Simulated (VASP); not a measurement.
# SnO2 (Cassiterite) (P4_2/mnm) in VASP: notebook, part 2 of 2

VASP 6.6.1. The steps go on from the part before.

## (3) Relaxation of cell and atoms, PBEsol

This run uses another cell than the first one, of 11.92 Å³/atom, 0.979 times its volume.

Input file INCAR:

```
SYSTEM = SnO2
ALGO = Fast
EDIFF = 1E-6
EDIFFG = -0.005
ENCUT = 600
GGA = PS
IBRION = 2
ISIF = 3
ISMEAR = 0
LASPH = .True.
LCHARG = .False.
LREAL = .False.
LWAVE = .False.
NELM = 60
NSW = 100
PREC = Accurate
SIGMA = 0.02
```

Input file KPOINTS:

```
k-points
0
Gamma
  6 6 8
  0 0 0
```

Input file POSCAR:

```
SnO2
1.0
    4.7380000000      0.0000000000      0.0000000000
    0.0000000000      4.7380000000      0.0000000000
    0.0000000000      0.0000000000      3.1865000000
Sn O
2 4
Direct
    0.0000000000      0.0000000000      0.0000000000
    0.5000000000      0.5000000000      0.5000000000
    0.3071000000      0.3071000000      0.0000000000
    0.1929000000      0.8071000000      0.5000000000
    0.6929000000      0.6929000000      0.0000000000
    0.8071000000      0.1929000000      0.5000000000
```

Potentials or basis: VASP PAW PBE potentials, release 64 (Sn_d, O).

Launch:

```sh
$ cat potpaw_PBE.64/Sn_d/POTCAR potpaw_PBE.64/O/POTCAR > POTCAR
$ mpirun -np 1 vasp_std > vasp.out
```

OUTCAR:

```text
SYSTEM = SnO2
   EDIFF = 1E-6
   EDIFFG = -0.005
   ENCUT = 600
   GGA = PS
   IBRION = 2
   ISIF = 3
   ISMEAR = 0
   LASPH = .True.
   LREAL = .False.
   NELM = 60
   NSW = 100
   PREC = Accurate

 ion  position               nearest neighbor table
   1  0.000  0.000  0.000-   4 2.05   6 2.05   4 2.05   6 2.05   5 2.06   3 2.06   2 3.71   2 3.71
                             2 3.71   2 3.71   2 3.71   2 3.71   2 3.71   2 3.71
   2  0.500  0.500  0.500-   3 2.05   5 2.05   3 2.05   5 2.05   4 2.06   6 2.06   1 3.71   1 3.71
                             1 3.71   1 3.71   1 3.71   1 3.71   1 3.71   1 3.71
   3  0.307  0.307  0.000-   2 2.05   2 2.05   1 2.06
   4  0.193  0.807  0.500-   1 2.05   1 2.05   2 2.06
   5  0.693  0.693  0.000-   2 2.05   2 2.05   1 2.06
   6  0.807  0.193  0.500-   1 2.05   1 2.05   2 2.06

  LATTYP: Found a simple tetragonal cell.
 ALAT       =     4.7380000000
 C/A-ratio  =     0.6725411566
[... 482 lines left out ...]
  free energy    TOTEN  =       -39.67573599 eV

  energy without entropy =      -39.67573599  energy(sigma->0) =      -39.67573599

 E-fermi :   5.9294     XC(G=0): -11.4129

 val. band max:        5.7471228158   @ k =   0.0000   0.0000   0.0000
 cond. band min:       6.6308195065   @ k =   0.0000   0.0000   0.0000
 fundamental gap:      0.8836966906
 Fermi energy:         5.9293966482

 k-point     1 :       0.0000    0.0000    0.0000
  band No.  band energies     occupation
      1     -15.2513      2.00000
      2     -14.5053      2.00000
      3     -14.2681      2.00000
      4     -14.2426      2.00000
      5     -14.2426      2.00000
      6     -14.1754      2.00000
[... 805 lines left out ...]
     30      14.1864      0.00000
     31      14.9150      0.00000

 [... further k-points ...]

------------------------ aborting loop because EDIFF is reached ----------------------------------------

  FORCE on cell =-STRESS in cart. coord.  units (eV):
  Direction    XX          YY          ZZ          XY          YZ          ZX
  --------------------------------------------------------------------------------------
  -------------------------------------------------------------------------------------
  Total        0.0122989      0.0122989      0.0022266      0.0000000      0.0000000      0.0000000
  in kB        0.2690795      0.2690795      0.0487141      0.0000000      0.0000000      0.0000000
  external PRESSURE =       0.1956243 kB  Pullay stress =       0.0000000 kB
[... 21 lines left out ...]
  FREE ENERGIE OF THE ION-ELECTRON SYSTEM (eV)
  ---------------------------------------------------
  free  energy   TOTEN  =       -39.6757359863 eV

  energy  without entropy=      -39.6757359863  energy(sigma->0) =      -39.67573599

 reached required accuracy - stopping structural energy minimisation
```

OSZICAR:

```text
N       E                     dE             d eps       ncg     rms          rms(c)
DAV:   1     0.691312137953E+03    0.69131E+03   -0.28511E+04  3332   0.285E+03
DAV:   2     0.614698379147E+02   -0.62984E+03   -0.60605E+03  3494   0.736E+02
DAV:   3    -0.396108737768E+02   -0.10108E+03   -0.99215E+02  3513   0.237E+02
DAV:   4    -0.449926016991E+02   -0.53817E+01   -0.53517E+01  3699   0.593E+01
[... 65 lines left out ...]
       N       E                     dE             d eps       ncg     rms          rms(c)
DAV:   1    -0.396757796127E+02   -0.48796E-04   -0.11444E-03  4032   0.534E-01    0.445E-02
RMM:   2    -0.396757424727E+02    0.37140E-04   -0.91857E-05  3143   0.908E-02    0.171E-02
RMM:   3    -0.396757360415E+02    0.64311E-05   -0.32045E-05  3728   0.554E-02    0.434E-03
RMM:   4    -0.396757359863E+02    0.55219E-07   -0.41958E-06  2829   0.193E-02
   8 F= -.39675736E+02 E0= -.39675736E+02  d E =-.446882E-05
```

CONTCAR:

```text
SnO2
   1.00000000000000
     4.7717289957575257    0.0000000000000000    0.0000000000000000
    -0.0000000000000000    4.7717289957575257    0.0000000000000000
     0.0000000000000000    0.0000000000000000    3.2162244708423571
  Sn              O
     2     4
Direct
     0.0000000000000000    0.0000000000000000    0.0000000000000000
     0.5000000000000000    0.5000000000000000    0.5000000000000000
     0.3062449100848336    0.3062449100848336    0.0000000000000000
     0.1937550899151665    0.8062449100848335    0.5000000000000000
     0.6937550899151665    0.6937550899151665    0.0000000000000000
     0.8062449100848335    0.1937550899151665    0.5000000000000000

  0.00000000E+00  0.00000000E+00  0.00000000E+00
  0.00000000E+00  0.00000000E+00  0.00000000E+00
  0.00000000E+00  0.00000000E+00  0.00000000E+00
  0.00000000E+00  0.00000000E+00  0.00000000E+00
  0.00000000E+00  0.00000000E+00  0.00000000E+00
  0.00000000E+00  0.00000000E+00  0.00000000E+00
```

It took 5.8 min on 1 thread of Intel Xeon Platinum 8488C (Sapphire Rapids), shared host; peak memory 0.28 GiB.

What came out:

```
Free energy                            : -39.6757 eV
Relaxed volume                         : 12.21 Å³/atom
Relaxed cell                           : a = 4.772 Å, b = 4.772 Å, c = 3.216 Å, α = 90.00°, β = 90.00°, γ = 90.00°
Space group after relaxing (to 0.05 Å) : P4_2/mnm (No. 136)
Energy gained by relaxing              : 5.0 meV/atom
Ionic steps                            : 8
Pressure after relaxing                : 0.0 GPa
Band gap on the k mesh                 : 0.88 eV, direct
```

Step by step:
```tsv
step	energy change (eV)	largest force (eV/Å)	pressure (GPa)	volume (Å³)
1	0.0000	0.2277	5.24	71.53
2	0.0239	0.2179	-6.27	75.64
3	-0.0302	0.0173	-0.05	73.24
4	-0.0302	0.0211	0.08	73.21
5	-0.0302	0.0064	0.06	73.21
6	-0.0303	0.0022	0.07	73.20
7	-0.0302	0.0007	-0.10	73.26
8	-0.0303	0.0004	0.02	73.23
```

Final structure:
```yaml
crystal:
  lattice:
    - [4.77173, 0.00000, 0.00000]
    - [0.00000, 4.77173, 0.00000]
    - [0.00000, 0.00000, 3.21622]
  atoms:
    - { symbol: Sn, position: [0.00000, 0.00000, 0.00000] }
    - { symbol: Sn, position: [0.50000, 0.50000, 0.50000] }
    - { symbol: O, position: [0.30624, 0.30624, 0.00000] }
    - { symbol: O, position: [0.19376, 0.80624, 0.50000] }
    - { symbol: O, position: [0.69376, 0.69376, 0.00000] }
    - { symbol: O, position: [0.80624, 0.19376, 0.50000] }
```

Levels at points of the mesh, in eV from the valence-band top:
```csv
k point,band 24,band 25,band 26,band 27,band 28,band 29
"(0.00, 0.00, 0.00)",-0.78,-0.78,0.00,0.88,5.82,6.02
"(0.50, 0.00, 0.00)",-1.23,-0.63,-0.63,4.10,4.10,6.78
"(0.50, 0.50, 0.00)",-1.35,-0.89,-0.89,4.50,4.50,7.21
"(0.00, 0.00, 0.50)",-1.64,-1.24,-1.24,5.84,5.84,9.42
"(0.50, 0.00, 0.50)",-1.08,-0.73,-0.73,6.11,6.11,7.71
"(0.50, 0.50, 0.50)",-0.96,-0.82,-0.82,4.52,4.52,8.60
```

Caveat: the PAW data sets were made with another functional, which shifts forces and pressure a little; spin-orbit coupling is left out, which moves the levels of the heavy elements.

## (4) Single point, PBEsol

This run uses another cell than the first one, of 11.92 Å³/atom, 0.979 times its volume.

Input file INCAR:

```
SYSTEM = SnO2
ALGO = Normal ; EDIFF = 1E-6
ENCUT = 520 ; GGA = PS
ISIF = 2 ; ISMEAR = 0
LASPH = .TRUE. ; LCHARG = .FALSE.
LREAL = .FALSE. ; LWAVE = .FALSE.
NBANDS = 35 ; NELM = 60
PREC = Accurate ; SIGMA = 0.1
```

Input file KPOINTS:

```
k-points
0
G
  4 4 6
  0 0 0
```

POSCAR is that of step 3.

Launch:

```sh
$ cat potpaw_PBE.64/Sn_d/POTCAR potpaw_PBE.64/O/POTCAR > POTCAR
$ mpirun -np 1 vasp_std > vasp.out
```

It took 22 s on 1 thread of Intel Xeon Platinum 8488C (Sapphire Rapids), shared host; peak memory 0.19 GiB.

The run converged. Its results:

```
Free energy            : -39.6348 eV
Pressure               : 5.4 GPa
Largest force          : 0.228 eV/Å
Band gap on the k mesh : 1.18 eV, direct
```

Forces on the atoms (eV/Å):
```
Sn   0.000  0.000  0.000
Sn   0.000  0.000  0.000
O   -0.162 -0.162  0.000
O    0.162 -0.162  0.000
O    0.162  0.162  0.000
O   -0.162  0.162  0.000
```

Stress tensor (GPa, compression positive):
```
4.59 0.00 0.00
0.00 4.59 0.00
0.00 0.00 6.88
```

Levels at points of the mesh, in eV from the valence-band top:
| k point | band 23 | band 24 | band 25 | band 26 | band 27 | band 28 | band 29 | band 30 |
| --- | --- | --- | --- | --- | --- | --- | --- | --- |
| (0.00, 0.00, 0.00) | -1.25 | -0.80 | -0.80 | 0.00 | 1.18 | 6.03 | 6.17 | 6.17 |
| (0.50, 0.00, 0.00) | -1.21 | -1.21 | -0.65 | -0.65 | 4.36 | 4.36 | 6.92 | 6.92 |
| (0.50, 0.50, 0.00) | -1.33 | -1.33 | -0.91 | -0.91 | 4.75 | 4.75 | 7.38 | 7.38 |
| (0.00, 0.00, 0.50) | -1.69 | -1.69 | -1.28 | -1.28 | 6.14 | 6.14 | 9.59 | 9.59 |
| (0.50, 0.00, 0.50) | -1.12 | -1.12 | -0.71 | -0.71 | 6.43 | 6.43 | 7.90 | 7.90 |
| (0.50, 0.50, 0.50) | -0.99 | -0.99 | -0.85 | -0.85 | 4.81 | 4.81 | 8.69 | 8.69 |

Caveat: the PAW data sets were made with another functional, which shifts forces and pressure a little; spin-orbit coupling is left out, which moves the levels of the heavy elements. As with any semilocal functional, this PBEsol gap is likely too small.

## (5) The runs side by side

```tsv
task	cell	k mesh	cutoff (eV)	smearing	gap on the mesh (eV)	pressure (GPa)	largest force (eV/Å)
single point	P4_2/mnm, 12.18 Å³/atom	6 × 6 × 8	520	gaussian 0.02 eV	0.91	0.7	0.02
relaxation of cell and atoms	relaxed	6 × 6 × 8	600	gaussian 0.02 eV	0.88	0.0	-
single point	P4_2/mnm, 11.92 Å³/atom	4 × 4 × 6	520	gaussian 0.1 eV	1.18	5.4	0.23
```

Alike in all rows: level PBEsol; potentials or basis VASP PAW PBE potentials, release 64 (Sn_d, O); no spin polarisation.

Caveats: the PAW data sets were made with another functional, which shifts forces and pressure a little; spin-orbit coupling is left out, which moves the levels of the heavy elements.

Total energies depend on the potentials used, so only differences within one code and one set of settings carry meaning.
